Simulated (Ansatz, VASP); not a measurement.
## Sb: VASP beside Ansatz

```
Sb
1.0
    -1.58698    1.58698    2.72990
     1.58698   -1.58698    2.72990
     1.58698    1.58698   -2.72990
Sb
1
Direct
  0.00000 0.00000 0.00000
```

This isn't the form of Sb at room conditions, which is rhombohedral.

Alike in both runs: task single point; functional r2SCAN; k mesh 12 × 12 × 12; occupations fermi-dirac, width 0.05 eV; no spin polarisation.

|  | VASP | Ansatz |
| --- | --- | --- |
| version | VASP 6.6.1 | Ansatz 0.2.0 |
| potentials or method | VASP PAW PBE potentials, release 64 (Sb) | Ansatz PAW |
| plane-wave cutoff (eV) | 520 | 500 |
| valence electrons in the cell | 5 | 15 |

VASP gave:

| Item | Value |
| --- | --- |
| gap on the k mesh at the Fermi level (eV) | none |
| pressure (GPa) | -0.1 |
| largest component of the traceless stress (GPa) | 0.84 |

Q: Which values does Ansatz return?

A: gap on the k mesh at the Fermi level (eV): none; pressure (GPa): -0.1; largest component of the traceless stress (GPa): 0.89.

A gap of «none» marks a metal or a gap that the smearing closes. The two sets of potentials don't hold the same shells in valence.

Caveats: the PAW data sets were made with another functional, which shifts forces and pressure a little (VASP); the PAW data sets come from PBE, with cores solved anew for the run's functional, which leaves a small shift of forces and pressure (Ansatz). The runs have no spin-orbit coupling, so splittings on Sb are missing.
